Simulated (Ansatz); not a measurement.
Run on As (omega type): DFT, PBE, all-electron LAPW, scalar-relativistic (Ansatz 0.2.0). This run: volume at 0.43 of the series' base cell.

The cell comes from a relaxation on PAW files under the same functional, begun from a prototype that needn't be the stable phase.

Command: `ansatz run input.yaml --threads 1 --pin off --max-ram 3072MiB --backend cpu --events-out ev --progress --plain --runs-dir out` It took 43 s on 1 thread of Arm Neoverse V2, with other jobs on the host, peak memory 0.46 GiB.

```yaml
crystal:
  lattice:
    - [3.6603706098, 0.0, 0.0]
    - [-1.8301853049, 3.1699739354, 0.0]
    - [0.0, 0.0, 2.1440152472]
  atoms:
    - { symbol: As, position: [0.0, 0.0, 0.0] }
    - { symbol: As, position: [0.3333333333, 0.6666666667, 0.5] }
    - { symbol: As, position: [0.6666666667, 0.3333333333, 0.5] }
kpoints:
  mp_grid: { grid: [8, 8, 10] }
  band_path:
    path:
      - [0.0, 0.0, 0.0]
      - [0.5, 0.0, 0.0]
      - [0.3333333333, 0.3333333333, 0.0]
      - [0.0, 0.0, 0.0]
      - [0.0, 0.0, 0.5]
      - [0.5, 0.0, 0.5]
      - [0.3333333333, 0.3333333333, 0.5]
      - [0.0, 0.0, 0.5]
      - [0.5, 0.0, 0.5]
    npoints: 8
scf:
  occupations: { method: fermi_dirac, width: 0.1 }
hamiltonian:
  xc: pbe
  pseudopotentials: { kind: all_electron, lapw: { basis_error: 0.001 } }
output:
  forces: true
  stress: true
  eigenvalues: true
  populations: true
  dos: { projected: true, de: 0.2, e_range: [-14, 8] }
```

Output:

```
As: projections on atomic orbitals take those of the free atom 1s2 2s2 2p6 3s2 3p6 3d10 4s2 4p3, of charge +0.00 (hamiltonian.pseudopotentials.projection_atoms)
LAPW: plane waves up to 10.863 Å⁻¹, error target 1.0e-3 eV per atom; small_component_spin mean_spin; As in spheres of 1.057 Å, 23 of its electrons in bands, Dirac shells [] (how accurate: hamiltonian.pseudopotentials.lapw.basis_error, Limitations)
Engine: ansatz 0.2.0
Pseudopotentials: kind: all_electron
Pseudopotential: As, LAPW, valence charge 23, lapw/all_electron/scalar/gaussian/As, Koelling and Harmon's equation, gaussian nucleus
Functional definition: PBE
  parameter kappa = 0.804
  parameter beta = 0.06672455060314922
  exchange = pbe_x(kappa = kappa, mu = beta*pi^2/3)
  correlation = pbe_c(beta = beta)
Crystal: 3 atoms, lattice volume = 24.878 Å³
Basis set: ecut = 449.58308316548755 eV, 547 PW (Γ), exchange–correlation at level 2
Bands: 42, of which v1, the nominal top of the filled ones, is band 35 counted from 1 (34 counted from 0)
Symmetry: 24 space group operations
Space group: P6/mmm (ITA 191), of the structure as read, at distance tolerance 2.9e-5 Å
k-points: 60 of 640
Non-local potential: As, projectors of the file, none
Initial density: superposition of atomic densities (chi_scale 0.1, normalization cell)
Initial wavefunctions: plane waves of lowest kinetic energy (no species holds an atomic orbital)
Functional: x = pbe(κ = 0.804, μ = 0.2195149727645171), c = pbe(β = 0.06672455060314922)
iter 1 solved again at ethr=1.28e-4 eV; its pass at ethr=1.00e-1 eV (dr2=8.87e-2 eV) is discarded
SCF iter   1: F=—  HF=-184550.440764 eV  |F-HF|=—  |Δ(HF+E_count)|=         —  Δρ=3.14e-2  dr2=8.90e-2  ethr=1.28e-4  ⟨swp⟩=3.0  Hψ=16838  notcnv=0
preconditioner: auto → none  [metal: Δε(μ)=0.038 eV  Ē_g=36.716 eV  σ=0.100 eV  W_gap=0.09  n_scr=8 (ndim 8)  ℏωp=49.9 eV  f_vac=0.000  D(μ)=0.76/eV (n_scr^D=6)  sad-step TF]
SCF iter   2: F=—  HF=-184550.379371 eV  |F-HF|=—  |Δ(HF+E_count)|=   6.14e-2  Δρ=2.01e-2  dr2=4.08e-2  ethr=1.28e-4  ⟨swp⟩=2.0  Hψ=6975  notcnv=0
iter 3 solved again at ethr=3.27e-6 eV; its pass at ethr=5.91e-5 eV (dr2=2.26e-3 eV) is discarded
SCF iter   3: F=—  HF=-184550.371783 eV  |F-HF|=—  |Δ(HF+E_count)|=   7.59e-3  Δρ=5.07e-3  dr2=2.25e-3  ethr=3.27e-6  ⟨swp⟩=2.0  Hψ=12132  notcnv=0
SCF iter   4: F=—  HF=-184550.369247 eV  |F-HF|=—  |Δ(HF+E_count)|=   2.54e-3  Δρ=1.14e-3  dr2=1.34e-4  ethr=3.27e-6  ⟨swp⟩=2.0  Hψ=6965  notcnv=0
SCF iter   5: F=—  HF=-184550.369232 eV  |F-HF|=—  |Δ(HF+E_count)|=   1.50e-5  Δρ=1.67e-4  dr2=1.05e-5  ethr=1.94e-7  ⟨swp⟩=2.0  Hψ=6966  notcnv=0
SCF iter   6: F=—  HF=-184550.369229 eV  |F-HF|=—  |Δ(HF+E_count)|=   3.59e-6  Δρ=4.10e-5  dr2=4.06e-7  ethr=1.52e-8  ⟨swp⟩=3.0  Hψ=7160  notcnv=0
SCF iter   7: F=-184550.369229 eV  HF=-184550.369229 eV  |F-HF|=2.40e-8  |Δ(HF+E_count)|=   1.72e-7  Δρ=9.92e-6  dr2=9.91e-9  ethr=5.89e-10  ⟨swp⟩=2.0  Hψ=6969  notcnv=0
SCF 1 converged in 7 iterations: F = -184550.369229 eV  dr2 = 9.91e-9
NSCF: frozen V_eff on 65 k-points
SCF converged after 7 iterations
Free energy (F): -184550.369229 eV
Harris-Foulkes:  -184550.369229 eV  (|F-HF|=2.40e-8)
Internal energy: -184550.344139 eV  (E = F + TS)
E sigma→0 (E₀):  -184550.356684 eV
Entropy (-TS):   -0.025090 eV (-8.363 meV/atom)
Fermi energy:    35.891521 eV
--- Per-component energies (eV) ---
  E_band       = -2319.814029
  E_kinetic    = 188859.658438
  E_xc         = -6881.825606
  E_electrostatic = -366528.176970  (all electrons and nuclei)
  E_smearing   = -0.025090  (= −TS)
  E_closure    = 0.000000  (closes the sum)
  E_atoms      = -184557.776740  (free atoms, spherical and without spin; not in F)
  Σ components = -184550.369229   (vs F -184550.369229, Δ=0.00e0)
  Basis errors (estimates in eV, not in F): energy 3.2e-4 per atom: plane waves 2.9e-4 (1.5e-4 summed), levels above the bands 2.9e-50, relativity 1.9e-8, radial functions 3.0e-5, core shells 5.2e-11; eigenvalues (radial functions only) 8.2e-7; not estimated: angular momenta, meshes, grids; target (lapw.basis_error) 1.0e-3; muffin-tin radii As 1.057 Å
--- Forces (eV/Å), atoms counted from 1 ---
  atom   1  As     0.00000000    -0.00000000     0.00000000
  atom   2  As    -0.00000000    -0.00000000     0.00000000
  atom   3  As     0.00000000     0.00000000     0.00000000
  max |Σ_I F_I| component: 1.39e-17 eV/Å
--- Stress (GPa, compression-positive) ---
      416.988325      -0.000000       0.000000
       -0.000000     416.988325       0.000000
        0.000000       0.000000     416.760509
  P = ⅓ Tr σ = 416.9124 GPa (4169.124 kbar)
--- Band table (eV; the first three rows and the last of 60) ---
  k-point 0: bands = ["-151.9165", "-151.9068", "-151.5325", "-95.3400", "-95.3400", "-95.2991", "-95.2991", "-95.2808", "-95.2741", "-94.9276", "-94.9276", "-94.9160", "-3.0988", "-2.7691", "-2.6742", "-2.6742", "-2.5297", "-2.4806", "-2.4806", "-2.4280", "-2.4280", "-2.2929", "-2.2929", "-2.1440", "-2.1440", "-1.9339", "-1.9339", "8.9779", "24.3649", "24.3649", "24.5855", "24.5855", "24.7991", "24.8105", "40.0933", "44.9357", "51.3255", "51.3255", "53.7875", "53.8720", "54.2874", "54.3641"]
  k-point 1: bands = ["-151.9160", "-151.9064", "-151.5320", "-95.3396", "-95.3396", "-95.2987", "-95.2987", "-95.2855", "-95.2788", "-94.9272", "-94.9272", "-94.9207", "-3.0339", "-2.6953", "-2.6703", "-2.6703", "-2.4927", "-2.4927", "-2.4853", "-2.4853", "-2.4606", "-2.3135", "-2.3135", "-2.1155", "-2.1155", "-1.9531", "-1.9531", "9.3138", "24.6969", "24.6969", "24.9432", "24.9432", "25.0759", "25.0808", "36.0043", "49.0882", "50.0520", "50.3206", "50.3206", "50.6788", "51.0403", "51.0403"]
  k-point 2: bands = ["-151.9147", "-151.9051", "-151.5307", "-95.3386", "-95.3386", "-95.2979", "-95.2977", "-95.2977", "-95.2910", "-94.9332", "-94.9263", "-94.9263", "-2.8645", "-2.6628", "-2.6628", "-2.6062", "-2.6062", "-2.5298", "-2.5298", "-2.5008", "-2.3676", "-2.3676", "-2.2799", "-2.0667", "-2.0667", "-1.9968", "-1.9968", "10.3288", "25.6711", "25.6711", "25.8939", "25.9062", "26.0045", "26.0045", "30.6891", "44.7896", "45.4933", "45.4933", "45.8621", "45.9939", "45.9939", "53.3322"]
  k-point 59: bands = ["-151.9072", "-151.9059", "-151.5274", "-95.3395", "-95.3273", "-95.3262", "-95.3190", "-95.3121", "-95.2918", "-94.9655", "-94.9239", "-94.9238", "-2.8736", "-2.8704", "-2.6961", "-2.6705", "-2.6546", "-2.5821", "-2.4771", "-2.4073", "-2.3668", "-2.1625", "-2.0838", "-2.0560", "-2.0144", "-2.0094", "-1.7664", "21.0707", "22.0174", "22.1691", "22.9544", "23.5652", "24.8904", "33.9688", "35.4175", "38.2794", "38.4644", "39.7461", "41.8252", "48.9367", "49.1130", "50.1307"]
--- Löwdin populations: 3 sites ---
  site symbol       q [e]
     0     As     32.9713
     1     As     32.7843
     2     As     32.7843
  spilling = 0.004648 (of n_electrons = 99.000000)
```

populations.tsv:

```
# site	symbol	l	j	q
# orbitals = lowdin
# n_electrons = 99.000000
# spilling = 0.004648
# projection_atom_As: 1s2 2s2 2p6 3s2 3p6 3d10 4s2 4p3
0	As	0_1S	-	1.999989
0	As	0_2S	-	1.999466
0	As	0_3S	-	1.988838
0	As	0_4S	-	1.618333
0	As	1_2P	-	5.999979
0	As	1_3P	-	5.993881
0	As	1_4P	-	3.375540
0	As	2_3D	-	9.995287
1	As	0_1S	-	1.999985
1	As	0_2S	-	1.999252
1	As	0_3S	-	1.984150
1	As	0_4S	-	1.476525
1	As	1_2P	-	5.999973
1	As	1_3P	-	5.992061
1	As	1_4P	-	3.337818
1	As	2_3D	-	9.994521
2	As	0_1S	-	1.999985
2	As	0_2S	-	1.999252
2	As	0_3S	-	1.984150
2	As	0_4S	-	1.476525
2	As	1_2P	-	5.999973
2	As	1_3P	-	5.992061
2	As	1_4P	-	3.337818
2	As	2_3D	-	9.994521
```
